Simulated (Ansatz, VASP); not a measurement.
# One calculation of C, two programs

The input INCAR:

```
SYSTEM = C
ALGO = Normal
EDIFF = 1E-7
ENCUT = 520
GGA = PE
ISIF = 2
ISMEAR = 0
IVDW = 12
LASPH = .True.
LCHARG = .False.
LREAL = .False.
LWAVE = .False.
NBANDS = 11
NELM = 60
PREC = Accurate
SIGMA = 0.05
```

The input KPOINTS:

```
k-points
0
Gamma
  15 15 15
  0 0 0
```

The input POSCAR:

```
C
1.0
    1.2530811925      0.7234667638      3.4175230126
   -1.2530811925      0.7234667638      3.4175230126
    0.0000000000     -1.4469335276      3.4175230125
C
2
Direct
    0.1571748731      0.1571748731      0.1571748731
    0.8428251269      0.8428251269      0.8428251269
```

Input for Ansatz:

```yaml
crystal:
  lattice:
    - [1.2530811925, 0.7234667638, 3.4175230126]
    - [-1.2530811925, 0.7234667638, 3.4175230126]
    - [0.0, -1.4469335276, 3.4175230125]
  atoms:
    - { symbol: C, position: [0.1571748731, 0.1571748731, 0.1571748731] }
    - { symbol: C, position: [0.8428251269, 0.8428251269, 0.8428251269] }
basis:
  ecutwfc: 520.0
kpoints:
  mp_grid: { grid: [15, 15, 15] }
hamiltonian:
  xc: pbe
  dispersion: d3bj
scf:
  occupations: { method: gaussian, width: 0.05 }
output:
  forces: true
  stress: true
  eigenvalues: true
```

Change from the starting cell: mode 4 frozen in at -0.095 Å, equal normal strain along x, y and z +0.0167.

Alike in both runs: task single point; functional PBE; dispersion D3(BJ); k mesh 15 × 15 × 15; occupations gaussian, width 0.05 eV; no spin polarisation.

```csv
,VASP,Ansatz
version,VASP 6.6.1,Ansatz 0.2.0
potentials or method,"VASP PAW PBE potentials, release 64 (C)","scalar-relativistic, plane waves, PAW"
plane-wave cutoff (eV),520,520
valence electrons in the cell,8,8
```

VASP gave:

| Item | Value |
| --- | --- |
| gap on the k mesh at the Fermi level (eV) | 0.90 |
| least direct gap on the mesh (eV) | 0.93 |
| pressure (GPa) | -14.4 |
| largest component of the traceless stress (GPa) | 7.87 |
| rms of the force components (eV/Å) | 1.839 |

What did Ansatz give for the same quantities?

gap on the k mesh at the Fermi level (eV): 0.90; least direct gap on the mesh (eV): 0.93; pressure (GPa): -14.8; largest component of the traceless stress (GPa): 8.31; rms of the force components (eV/Å): 1.846.

Atom by atom the forces differ by 0.007 eV/Å (rms over components).

Caveats: an odd mesh through Γ misses points on the zone boundary, where band edges often lie; forces of over 1 eV/Å show positions far from the minimum, so gaps and moduli don't describe the material at rest.
